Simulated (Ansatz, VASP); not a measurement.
# Two plane-wave programs on KMgF3

```xyz
5
Lattice="4.0539 0.0000 0.0000 0.0000 4.0539 0.0000 0.0000 0.0000 4.0539" Properties=species:S:1:pos:R:3 pbc="T T T"
K     2.0269    2.0269    2.0269
Mg    0.0000    0.0000    0.0000
F     0.0000    2.0269    0.0000
F     0.0000    0.0000    2.0269
F     2.0269    0.0000    0.0000
```

Alike in both runs: functional PBE; k mesh 6 × 6 × 6; occupations gaussian, width 0.02 eV; no spin polarisation.

Ansatz relaxed the structure, and its values are those at the end. VASP's run is a single point on that final structure, the one shown.

|  | VASP | Ansatz |
| --- | --- | --- |
| version | VASP 6.6.1 | Ansatz 0.2.0 |
| potentials or method | VASP PAW PBE potentials, release 64 (K_sv, Mg, F) | scalar-relativistic, plane waves, PAW |
| plane-wave cutoff (eV) | 520 | 420 |
| valence electrons in the cell | 32 | 40 |

Ansatz gave:

* gap on the k mesh at the Fermi level (eV): 6.96
* least direct gap on the mesh (eV): 7.28
* pressure (GPa): 0.0

Task: Which values does VASP return?

Result: gap on the k mesh at the Fermi level (eV): 6.93; least direct gap on the mesh (eV): 7.25; pressure (GPa): -0.4.

The two sets of potentials don't hold the same shells in valence.

A k mesh can miss the band edges.
